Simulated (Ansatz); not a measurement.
# An inverse problem

Cell vectors (Å):

```
0.0000 3.1663 3.1663
3.1663 0.0000 3.1663
3.1663 3.1663 0.0000
```

```json
{"atom": "X", "a": "0.0000", "b": "0.0000", "c": "0.0000"}
{"atom": "S", "a": "0.5000", "b": "0.5000", "c": "0.5000"}
```

Computed with PBEsol, all-electron LAPW in Ansatz 0.2.0, scalar-relativistic. k mesh 6×6×6, fixed occupations.

Harmonic phonons of a crystal by Kohn-Sham DFT at the given cell, standard atomic masses, acoustic sum rule imposed; negative wavenumbers are unstable modes.

| point | q a (r.l.u.) | q b (r.l.u.) | q c (r.l.u.) | branch | phonon wavenumber (cm⁻¹) |
| --- | --- | --- | --- | --- | --- |
| Gamma | 0 | 0 | 0 | 4 | 144.5 |
| L | 0.5 | 0 | 0 | 1 | 74 |
| L | 0.5 | 0 | 0 | 3 | 133.8 |
| L | 0.5 | 0 | 0 | 4 | 166.2 |
| L | 0.5 | 0 | 0 | 6 | 223.4 |
| X | 0.5 | 0.5 | 0 | 1 | 63 |
| X | 0.5 | 0.5 | 0 | 3 | 103.1 |
| X | 0.5 | 0.5 | 0 | 4 | 153.1 |
| X | 0.5 | 0.5 | 0 | 6 | 172.6 |

Question: All X atoms are one element. Which one was computed?

Answer: Ba; the crystal is BaS (Fm-3m).

Keep in mind: no LO-TO term at the zone centre.
